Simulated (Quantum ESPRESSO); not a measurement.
# GaAs: zone-centre phonons under several settings

```
As Ga
1.0
     0.00000    2.82685    2.82685
     2.82685    0.00000    2.82685
     2.82685    2.82685    0.00000
As Ga
1 1
Direct
  0.75000 0.75000 0.75000
  0.00000 0.00000 0.00000
```

All runs used Quantum ESPRESSO 7.5; k mesh 6 × 6 × 6, shifted; relaxed cell; no spin polarisation; cutoff 762 eV.

```csv
level,potentials,occupations,volume (Å³/atom),lowest optical mode without the field (cm⁻¹)
LDA,GBRV 1.5 LDA,"smeared at first, fixed for the response",22.09,269
PBE,GBRV 1.5 PBE,"smeared at first, fixed for the response",23.78,253
BLYP,GBRV 1.5 PBE,"fermi-dirac, width 0.05 eV",25.19,239
PW91,GBRV 1.5 PBE,"smeared at first, fixed for the response",?,?
revPBE,GBRV 1.5 PBE,"smeared at first, fixed for the response",24.29,248
vdW-DF-cx,GBRV 1.5 PBE,"smeared at first, fixed for the response",22.88,263
```

What stands in the row left open?

Volume 23.71 Å³/atom; lowest optical mode without the field 252 cm⁻¹.

Caveats: the potentials were made for another functional, which shifts forces and pressure (some runs); the mesh is thin for the phonons of a metal (some runs); before the sum rule the acoustic modes lie tens of cm⁻¹ from zero, a sign that the density grid also shifts the optical modes (some runs).

For the row left open. Caveat: the potentials were made for another functional, which shifts forces and pressure.
